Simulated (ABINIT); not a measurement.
Pt:

```
Pt
1.0
     0.00000    1.96090    1.96090
     1.96090    0.00000    1.96090
     1.96090    1.96090    0.00000
Pt
1
Direct
  0.00000 0.00000 0.00000
```

Base run:

- Program: ABINIT 10.8.3 (patched build)
- Functional: revPBE
- Potentials or basis: JTH PAW PBE v2.0
- Cutoff: 435 eV
- k mesh: 12 × 12 × 12
- Occupations: fermi-dirac, width 0.05 eV
- Spin: no spin polarisation

Its results: band gap on the k mesh none (metal or under the smearing width); pressure 14.0 GPa.

Problem. After a change of settings the same cell gave: band gap on the k mesh none (metal or under the smearing width); pressure 12.0 GPa. Which change was it?
A. functional from revPBE to PW91
B. functional from revPBE to AM05; spin from no spin polarisation to spin-orbit coupling, no magnetisation
C. functional from revPBE to PBEsol; k mesh from 12 × 12 × 12 to 5 × 5 × 5
D. spin from no spin polarisation to spin-orbit coupling, no magnetisation

Solution. A.

PW91 binds more tightly than revPBE, so the same cell stands under less pressure.

Caveats: the PAW data sets were made with another functional, which shifts forces and pressure a little; spin-orbit coupling is left out, which moves the levels of the heavy elements.

The runs don't all hold the same shells in valence.
